The volume change is the volume of the fully relaxed crystal less that of the starting cell, in per cent of the starting cell. For each row, ruthenium metal was relaxed from the same cell with a different density functional, until the forces and the stress on the cell were small. The lattice stood still in these calculations, with neither thermal nor zero-point motion.

Hexagonal Ru (P6_3/mmc, 2 atoms per cell), with cell and atoms relaxed in VASP 6.6.1 by plane-wave DFT without spin polarisation, using PBE PAW potentials (Ru_pv), a 600 eV cutoff, an 11×11×6 k mesh and Fermi-Dirac smearing of 0.05 eV. No separate dispersion correction was added. Volume changes are relative to the starting cell (a = 2.706 Å, c = 4.282 Å).

```csv
functional,volume change (%),relaxed length a (Å),relaxed length c (Å)
revPBE,2.430,2.729,4.312
RPBE,2.860,2.732,4.319
BLYP,6.480,2.766,4.364
BEEF-vdW,2.410,2.727,4.316
SCAN,-1.430,2.696,4.251
optB86b-vdW,-0.150,2.704,4.279
optB88-vdW,1.670,2.722,4.302
optPBE-vdW,2.380,2.728,4.312
rev-vdW-DF2,0.000,2.706,4.282
vdW-DF,4.890,2.751,4.346
vdW-DF-cx,-1.250,2.695,4.263
vdW-DF2,9.470,2.791,4.407
```

One per cent in volume is about a third of a per cent in each edge, or roughly 0.01 Å in the length a. Most rows stay within 3 % of the starting volume, but BLYP, vdW-DF and vdW-DF2 go well beyond that, and vdW-DF2 swells by more than 9 %. For a compact metal held together by strong bonds, this is a wide spread.

### What exchange does to the cell

Much of the spread comes from exchange, the part of the energy that arises because electrons of like spin avoid each other. A gradient-corrected functional takes the exchange energy of a uniform electron gas and multiplies it by a factor F(s). The reduced gradient s tells how abruptly the density changes on the scale of the electrons' own wavelength. Stretching the metal thins the density of its outer electrons, which on the whole raises s. If F climbs steeply, stretching therefore gains more exchange energy, and the cell is pushed outward.

This argument leads to a simple model. For a small change, the relative change in volume is the push divided by the bulk modulus, which is the stiffness against compression. The push grows with the steepness of F. Since F is 1 at s = 0, the gain F(1) − 1 measures the average climb up to s = 1, and it follows from the published formula of each functional. The model is then a straight line of volume change against this gain.

The line was fitted to the five rows that share one correlation functional and differ in exchange: vdW-DF-cx, optB86b-vdW, optB88-vdW, optPBE-vdW and vdW-DF. It meets them with a typical miss of 0.2 percentage points, and a gain larger by 0.01 opens the cell by about 0.7 %. The analysis printed after the text lists the gains and the line. A row that leaves this line points to a different correlation or to the limits of so simple a model.

### revPBE and RPBE: too small for their exchange

revPBE took no part in the fit, so it can serve as a worked case. Its gain is 0.187, and the line gives 65.6 × 0.187 − 7.54 = 4.7 %. The calculation gives 2.43 %, a little more than 2 points less. RPBE, with nearly the same gain, falls short by nearly the same amount.

The table shows this break without any model as well. revPBE and vdW-DF have the same exchange and differ only in correlation, yet vdW-DF expands the cell by 4.89 % and revPBE by about half of that. It may seem odd that the functional built to describe van der Waals attraction gives the larger crystal. But replacing PBE correlation by that of vdW-DF does two things at once: it brings in a nonlocal term and takes out the gradient term of PBE correlation.

Theory suggests why that second step matters. In PBE, correlation weakens as the reduced gradient grows, so stretching the metal costs correlation energy. This cost offsets part of the outward push from exchange. The nonlocal term evidently offsets less of it in ruthenium, and the cell stays larger.

### BLYP: the large break

BLYP expands the cell by 6.48 %, more than twice as much as RPBE above it. Steeper exchange can't be the main reason, since its gain of 0.178 is slightly below that of both rows before it. Measured from where those two rows lie relative to the line, BLYP is about 4.6 points too large.

That points to its correlation part, LYP, which has a well-known weakness in metals. LYP doesn't reproduce the correlation energy of a uniform electron gas, whereas PBE correlation does so by construction. The spread-out electrons of a metal partly resemble such a gas. LYP gives them too little correlation energy, and this energy also grows too slowly when the gas is squeezed, so it does less to hold the metal together.

A second difference works in the same direction. LYP correlation weakens much less than PBE correlation as the reduced gradient grows, so stretching the metal costs less. Theory thus expects a larger cell on both counts, but these calculations don't tell how much each contributes.

### BEEF-vdW and SCAN: not placed on the line

The next two rows were not placed on the line. The exchange factor of BEEF-vdW does depend on s alone, but it is a long polynomial fitted to data and wasn't evaluated here. This functional also uses a blend of correlation functionals. Its volume change practically equals that of revPBE, but this doesn't mean that the same balance of exchange and correlation lies behind it. SCAN also uses the kinetic energy density of the electrons, so s alone doesn't fix its exchange.

SCAN gives the smallest volume of the table, 1.43 % below the start. Its ratio c/a is 0.004 below the median of all rows, but that of BLYP is nearly as low, so the slightly flatter shape is no mark of SCAN alone. The atomic potentials were made for PBE in every row, though no row uses PBE itself, and the effect of this mismatch wasn't tested.

### From optB86b-vdW to vdW-DF-cx: the regular stretch

The three rows whose names begin with "opt" show the exchange effect at work. From optB86b-vdW through optB88-vdW to optPBE-vdW the gain rises, and the volume change rises with it from −0.15 to 2.38 %. Further down, vdW-DF-cx and vdW-DF extend the same series at its two ends. Across these five rows, exchange alone moves the volume by 6.14 points, which is more than twice the difference between revPBE and vdW-DF.

Between them stands rev-vdW-DF2, which has a different nonlocal correlation term but almost the same exchange gain as optB86b-vdW. Their volumes differ by only 0.15 points, so the change of that term matters little here. The value of 0.00 is no sign of a failed relaxation: for this functional the starting cell was already so nearly free of stress that it didn't have to move.

The starting cell is close to the measured one, which makes it tempting to name rev-vdW-DF2 the most accurate. Thermal and zero-point motion would, however, enlarge the computed cells by perhaps a few tenths of a per cent. A difference as small as that between rev-vdW-DF2 and optB86b-vdW therefore can't decide which functional is better.

### vdW-DF2: steep exchange and something more

The last row has the steepest exchange of all those placed on the scale, and the largest volume. The line predicts about 7 %, while the calculation gives 9.47 %. So most of the expansion fits the exchange argument, but about 2.4 points are left over.

Part of the excess has a mechanical cause. A metal grows softer as it is stretched, so each further bit of push opens the cell more than the last, and a straight line underrates large expansions. With a rough textbook value for this softening, the excess shrinks to about 1.6 points. The nonlocal term of vdW-DF2 is the same as in rev-vdW-DF2, which lies only 0.4 points above the line. It may act more strongly in the looser lattice, but this is untested, and the row also lies beyond the range of exchange gains to which the line was fitted.

### How firm the breaks are

The choice of s = 1 as the point of comparison is a convenience. The five fitted rows follow a line almost as well at s = 1.5, and less well at s = 0.5. Over this range the break of BLYP runs from about 3 to 6 points, and the excess of vdW-DF2 over a straight line from about 2 to 4. Both keep their sign, so the breaks are real features of the table, while their sizes are known only roughly.

For a related functional, the steepness of its exchange and the kind of its correlation must therefore be looked at together. The label "vdW" is a poor guide to the volume: the eight rows that carry it run from a slight contraction to the largest expansion in the table.

Output of the analysis:

```
fit of volume_change on 5 rows (w == 1): constant -7.536 +/- 0.52, coefficient of F 65.6 +/- 3.6; rms 0.204, worst optB88-vdW 0.389, leave-one-out rms 0.36
  rows outside the fit (model, value, miss): revPBE 4.705, 2.43, 2.28; RPBE 5.065, 2.86, 2.21; BLYP 4.147, 6.48, -2.33; BEEF-vdW -7.536, 2.41, -9.95; SCAN -7.536, -1.43, -6.11; rev-vdW-DF2 -0.4131, 0, -0.413; vdW-DF2 7.057, 9.47, -2.41
Exchange gain and line (zeros for BEEF-vdW and SCAN mean not placed):
          row  F(1)-1  line in %  volume change less line in points    c/a
       revPBE  0.1866      4.705                             -2.275   1.58
         RPBE  0.1921      5.065                             -2.205  1.581
         BLYP  0.1781      4.147                              2.333  1.578
     BEEF-vdW       0          0                                  0  1.583
         SCAN       0          0                                  0  1.577
  optB86b-vdW  0.1124    -0.1603                            0.01027  1.582
   optB88-vdW  0.1463      2.059                            -0.3886   1.58
   optPBE-vdW  0.1503      2.326                            0.05434  1.581
  rev-vdW-DF2  0.1086    -0.4131                             0.4131  1.582
       vdW-DF  0.1866      4.705                             0.1847   1.58
    vdW-DF-cx  0.0937     -1.389                             0.1393  1.582
      vdW-DF2  0.2224      7.057                              2.413  1.579
Spread from exchange alone at the first vdW-DF correlation, points: 6.14
revPBE less vdW-DF (same exchange), points: -2.46
BLYP above the mean offset of revPBE and RPBE at s of 1, points: 4.573
The same at s of 0.5, points: 3.039
The same at s of 1.5, points: 5.587
vdW-DF2 above the line with lattice softening at s of 1, points: 1.621
vdW-DF2 above the straight line at s of 0.5, points: 3.128
vdW-DF2 above the straight line at s of 1.5, points: 4.346
Rms miss of the five fitted rows at s of 0.5, points: 0.6676
Rms miss of the five fitted rows at s of 1.5, points: 0.2333
SCAN c/a less the median of all rows: -0.00377
```
